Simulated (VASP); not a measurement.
# TePb (Fm-3m) in VASP: further runs

The runs below take TePb through single point, with PBE.

All numbers are computed with VASP 6.6.1; they aren't measurements. Logs are shortened: lines on timing, memory, paths and dates and some standing lists are left out, and cuts for length are marked.

## (1) The structure

Symmetry: Fm-3m, No. 225, cubic system. The conventional cell has a = 6.462 Å, b = 6.462 Å, c = 6.462 Å, α = 90.00°, β = 90.00°, γ = 90.00°. Around Pb (site symmetry m-3m) lie 6 Te at 3.23 Å. Te (site symmetry m-3m) has 6 Pb at 3.23 Å as nearest neighbours.

## (2) Single point, PBE

Contents of INCAR:

```
SYSTEM = TePb
ADDGRID = .False.
ALGO = Normal
EDIFF = 1E-7
ENCUT = 520
GGA = PE
ISIF = 2
ISMEAR = 0
LASPH = .True.
LCHARG = .False.
LREAL = .False.
LWAVE = .False.
NELM = 100
PREC = Accurate
SIGMA = 0.05
```

Contents of KPOINTS:

```
k-points
0
Gamma
  4 4 4
  0 0 0
```

Contents of POSCAR:

```
TePb
1.0
    0.0000000000      3.2310000000      3.2310000000
    3.2310000000      0.0000000000      3.2310000000
    3.2310000000      3.2310000000      0.0000000000
Pb Te
1 1
Direct
    0.0000000000      0.0000000000      0.0000000000
    0.5000000000      0.5000000000      0.5000000000
```

Potentials or basis: VASP PAW PBE potentials, release 64 (Pb_d, Te).

Started as:

```
> cat potpaw_PBE.64/Pb_d/POTCAR potpaw_PBE.64/Te/POTCAR > POTCAR
> mpirun -np 1 vasp_std > vasp.out
```

OUTCAR:

```text
SYSTEM = TePb
   EDIFF = 1E-7
   ENCUT = 520
   GGA = PE
   ISIF = 2
   ISMEAR = 0
   LASPH = .True.
   LREAL = .False.
   NELM = 100
   PREC = Accurate

 Found      8 irreducible k-points:

 Following reciprocal coordinates:
            Coordinates               Weight
  0.000000  0.000000  0.000000      1.000000
  0.250000  0.000000  0.000000      8.000000
  0.500000  0.000000  0.000000      4.000000
  0.250000  0.250000  0.000000      6.000000
  0.500000  0.250000  0.000000     24.000000
 -0.250000  0.250000  0.000000     12.000000
   k-points           NKPTS =      8   k-points in BZ     NKDIM =      8   number of bands    NBANDS=     14
   number of dos      NEDOS =    301   number of ions     NIONS =      2
   total plane-waves  NPLWV =  46656
   dimension x,y,z NGX =    36 NGY =   36 NGZ =   36
   dimension x,y,z NGXF=    72 NGYF=   72 NGZF=   72
   ions per type =               1   1
   NGX,Y,Z   is equivalent  to a cutoff of  13.10, 13.10, 13.10 a.u.
   NGXF,Y,Z  is equivalent  to a cutoff of  26.20, 26.20, 26.20 a.u.
 SYSTEM =  TePb
   PREC   = accura    normal or accurate (medium, high low for compatibility)
   ISTART =      0    job   : 0-new  1-cont  2-samecut
   ICHARG =      2    charge: 1-file 2-atom 10-const
   ISPIN  =      1    spin polarized calculation?
   LNONCOLLINEAR =      F non collinear calculations
   LSORBIT =      F    spin-orbit coupling
   LASPH  =      T    aspherical Exc in radial PAW
   ENCUT  =  520.0 eV  38.22 Ry    6.18 a.u.   8.50  8.50  8.50*2*pi/ulx,y,z
   NELM   =    100;   NELMIN=  2; NELMDL= -5     # of ELM steps
   EDIFF  = 0.1E-06   stopping-criterion for ELM
   LREAL  =      F    real-space projection
   EDIFFG = 0.1E-05   stopping-criterion for IOM
   NSW    =      0    number of steps for IOM
   IBRION =     -1    ionic relax: 0-MD 1-quasi-New 2-CG
   NFREE  =      0    steps in history (QN), initial steepest desc. (CG)
   ISIF   =      2    stress and relaxation
   ISYM   =      2    0-nonsym 1-usesym 2-fastsym
   POTIM  = 0.5000    time-step for ionic-motion
   TEBEG  =    0.0;   TEEND  =   0.0 temperature during run
   PSTRESS=    0.0 pullay stress
   NELECT =      20.0000    total number of electrons
   NUPDOWN=      -1.0000    fix difference up-down
   EMIN   =  10.00;   EMAX   =-10.00  energy-range for DOS
   EFERMI =   0.00;   METHOD = LEGACY
   ISMEAR =     0;   SIGMA  =   0.05  broadening in eV -4-tet -1-fermi 0-gaus
   EFERMI_NEDOS =   21; number of points for ismear=-14 and -15
   IALGO  =     38    algorithm
   IMIX   =      4    mixing-type and parameters
     AMIX     =   0.40;   BMIX     =  1.00
     AMIX_MAG =   1.60;   BMIX_MAG =  1.00
  volume/ion in A,a.u.               =      33.73       227.62
  Fermi-wavevector in a.u.,A,eV,Ry     =   1.091619  2.062861 16.213147  1.191633
  Thomas-Fermi vector in A             =   2.227868
   LORBIT       =      0    0 simple, 1 ext, 2 COOP (PROOUT), +10 PAW based schemes
   GGA     = PE    functional components
   LHFCALC =     F    Hartree Fock is set to
   AEXX    =    0.0000 exact exchange contribution
   IVDW    =     0    specifies the selected vdW correction
   LEPSILON=     F    determine dielectric tensor
   LRPA    =     F    only Hartree local field effects (RPA)
 non-spin polarized calculation
 Gauss-broadening in eV      SIGMA  =   0.05
  energy-cutoff  :      520.00
  volume of cell :       67.46
 maximum number of plane-waves:      1837
 NGX is ok and might be reduce to    36
   NGX = 17   NGY = 17   NGZ = 17

 number of electron      20.0000003 magnetization

 Free energy of the ion-electron system (eV)
  ---------------------------------------------------
  ext. energy  EPLUGINS =         0.00000000
  ---------------------------------------------------
  free energy    TOTEN  =        -7.49378386 eV

  energy without entropy =       -7.49378386  energy(sigma->0) =       -7.49378386

 E-fermi :   5.8638     XC(G=0):  -9.3039

 val. band max:        5.6224563893   @ k =   0.5000   0.0000   0.0000
 cond. band min:       6.3566738122   @ k =   0.5000   0.0000   0.0000
 fundamental gap:      0.7342174229
 Fermi energy:         5.8637726076

 k-point     1 :       0.0000    0.0000    0.0000
  band No.  band energies     occupation
      1     -11.1053      2.00000
      2     -11.1053      2.00000
      3     -11.0957      2.00000
      4     -11.0957      2.00000
      5     -11.0957      2.00000
      6      -6.3965      2.00000
      7       0.0252      2.00000
      8       4.2762      2.00000
      9       4.2762      2.00000
     10       4.2762      2.00000
     11       9.6995      0.00000
     12       9.6995      0.00000
     13       9.6995      0.00000
     14      11.4185      0.00000

 k-point     2 :       0.2500    0.0000    0.0000
  band No.  band energies     occupation
      1     -11.1123      2.00000
      2     -11.1123      2.00000
      3     -11.0944      2.00000
      4     -11.0875      2.00000
      5     -11.0875      2.00000
      6      -5.8770      2.00000
      7      -1.3906      2.00000
      8       4.4398      2.00000
      9       4.4398      2.00000
     10       4.9685      2.00000
     11       7.7441      0.00000
     12       8.0735      0.00000
     13       8.0735      0.00000
     14      11.5748      0.00000

 k-point     3 :       0.5000    0.0000    0.0000
  band No.  band energies     occupation
      1     -11.1202      2.00000
      2     -11.1202      2.00000
      3     -11.0933      2.00000
      4     -11.0783      2.00000
      5     -11.0783      2.00000
      6      -4.9605      2.00000
      7      -2.9663      2.00000
      8       4.7347      2.00000
      9       4.7347      2.00000
     10       5.6225      2.00000
     11       6.3567      0.00000
     12       6.8938      0.00000
     13       6.8938      0.00000
     14      14.0095      0.00000

 k-point     4 :       0.2500    0.2500    0.0000
  band No.  band energies     occupation
      1     -11.1309      2.00000
      2     -11.1006      2.00000
      3     -11.0997      2.00000
      4     -11.0832      2.00000
      5     -11.0832      2.00000
      6      -5.7134      2.00000
      7      -1.2257      2.00000
      8       3.4678      2.00000
      9       3.4678      2.00000
     10       4.2176      2.00000
     11       8.2186      0.00000
     12       9.6778      0.00000
     13      10.1231      0.00000
     14      10.1231      0.00000

 k-point     5 :       0.5000    0.2500    0.0000
  band No.  band energies     occupation
      1     -11.1425      2.00000
      2     -11.1064      2.00000
      3     -11.0959      2.00000
      4     -11.0791      2.00000
      5     -11.0749      2.00000
      6      -4.8629      2.00000
      7      -2.3827      2.00000
      8       2.4368      2.00000
      9       3.4950      2.00000
     10       3.7415      2.00000
     11       8.8027      0.00000
     12       9.0495      0.00000
     13      10.1491      0.00000
     14      10.8174      0.00000

 k-point     6 :      -0.2500    0.2500    0.0000
  band No.  band energies     occupation
      1     -11.1244      2.00000
      2     -11.1159      2.00000
      3     -11.0891      2.00000
      4     -11.0835      2.00000
      5     -11.0823      2.00000
      6      -5.1436      2.00000
      7      -2.2962      2.00000
      8       2.5305      2.00000
      9       4.5428      2.00000
     10       4.9986      2.00000
     11       7.3021      0.00000
     12       7.4055      0.00000
     13      10.2825      0.00000
     14      12.4802      0.00000

 [... further k-points ...]

------------------------ aborting loop because EDIFF is reached ----------------------------------------

  FORCE on cell =-STRESS in cart. coord.  units (eV):
  Direction    XX          YY          ZZ          XY          YZ          ZX
  --------------------------------------------------------------------------------------
  -------------------------------------------------------------------------------------
  Total        0.8854163      0.8854163      0.8854163     -0.0000000      0.0000000     -0.0000000
  in kB       21.0289317     21.0289317     21.0289317     -0.0000000      0.0000000     -0.0000000
  external PRESSURE =      21.0289317 kB  Pullay stress =       0.0000000 kB

 VOLUME and BASIS-vectors are now :
 -----------------------------------------------------------------------------
  energy-cutoff  :      520.00
  volume of cell :       67.46
      direct lattice vectors                 reciprocal lattice vectors
     0.000000000  3.231000000  3.231000000    -0.154750851  0.154750851  0.154750851
     3.231000000  0.000000000  3.231000000     0.154750851 -0.154750851  0.154750851
     3.231000000  3.231000000  0.000000000     0.154750851  0.154750851 -0.154750851

 POSITION                                       TOTAL-FORCE (eV/Angst)
 -----------------------------------------------------------------------------------
      0.00000      0.00000      0.00000        -0.000000     -0.000000     -0.000000
      3.23100      3.23100      3.23100         0.000000      0.000000      0.000000
 -----------------------------------------------------------------------------------
    total drift:                               -0.000000      0.000000      0.000000

  FREE ENERGIE OF THE ION-ELECTRON SYSTEM (eV)
  ---------------------------------------------------
  free  energy   TOTEN  =        -7.4937838553 eV

  energy  without entropy=       -7.4937838553  energy(sigma->0) =       -7.49378386
```

Run time: 12 s. Hardware: 1 thread of Intel Xeon Platinum 8488C (Sapphire Rapids), shared host; peak memory 0.19 GiB.

The run converged, but some of its settings lie outside the range that counts as converged, so its numbers aren't taken as properties of the crystal.

Results:

```yaml
Free_energy: -7.4938 eV
Pressure: 2.1 GPa
Band_gap_on_the_k_mesh: 0.73 eV, direct
```

Caveat: the k mesh is coarse (spacing up to 0.42 Å⁻¹), so the values aren't converged; spin-orbit coupling is left out, which as a rule narrows the gap of such compounds by several tenths of an eV.

## (3) Single point, PBE

INCAR is that of step 2.

KPOINTS is that of step 2.

Contents of POSCAR:

```
TePb
1.0
    0.0000000000      3.2310000000      3.2310000000
    3.2310000000      0.0000000000      3.2310000000
    3.2310000000      3.2310000000      0.0000000000
Pb Te
1 1
Direct
   -0.0068530000      0.0005720000     -0.0056850000
    0.5279490000      0.4690950000      0.5208160000
```

Potentials or basis: VASP PAW PBE potentials, release 64 (Pb_d, Te).

Started as:

```
> cat potpaw_PBE.64/Pb_d/POTCAR potpaw_PBE.64/Te/POTCAR > POTCAR
> mpirun -np 1 vasp_std > vasp.out
```

Wall time 29 s (1 thread of Intel Xeon Platinum 8488C (Sapphire Rapids), shared host); peak memory 0.21 GiB.

These settings aren't checked as converged: the numbers below hold their error.

Results:

```yaml
Free_energy: -7.4890 eV
Pressure: 2.5 GPa
Largest_force: 0.127 eV/Å
Band_gap_on_the_k_mesh: 0.89 eV, direct
```

Caveat: the k mesh is coarse (spacing up to 0.42 Å⁻¹), so the values aren't converged; spin-orbit coupling is left out, which as a rule narrows the gap of such compounds by several tenths of an eV.

## (4) Single point, PBE

Changes to INCAR since step 3:

```diff
@@ -4,3 +4,3 @@
 EDIFF = 1E-7
-ENCUT = 520
+ENCUT = 340
 GGA = PE
```

Contents of KPOINTS:

```
k-points
0
Gamma
  5 5 5
  0 0 0
```

Contents of POSCAR:

```
TePb
1.0
    0.0000000000      3.2310000000      3.2310000000
    3.2310000000      0.0000000000      3.2310000000
    3.2310000000      3.2310000000      0.0000000000
Pb Te
1 1
Direct
    0.0000000000      0.0000000000      0.0000000000
    0.5000000000      0.5000000000      0.5000000000
```

Started as:

```
> cat potpaw_PBE.64/Pb_d/POTCAR potpaw_PBE.64/Te/POTCAR > POTCAR
> mpirun -np 1 vasp_std > vasp.out
```

Wall time 7.3 s (1 thread of Intel Xeon Platinum 8488C (Sapphire Rapids), shared host); peak memory 0.14 GiB.

These settings aren't checked as converged: the numbers below hold their error.

What came out:

- Free energy: -7.5006 eV
- Pressure: 1.8 GPa

Caveat: this odd mesh misses L, where the gap lies, so gap, dielectric constants and Born charges aren't listed.

## (5) For comparison

An earlier run on the cell as given: functional PBEsol; potentials or basis VASP PAW PBE potentials, release 64 (Pb_d, Te); cutoff 520 eV; k mesh 7 × 7 × 7; occupations fermi-dirac, width 0.05 eV; no spin polarisation.

* Pressure: -0.4 GPa
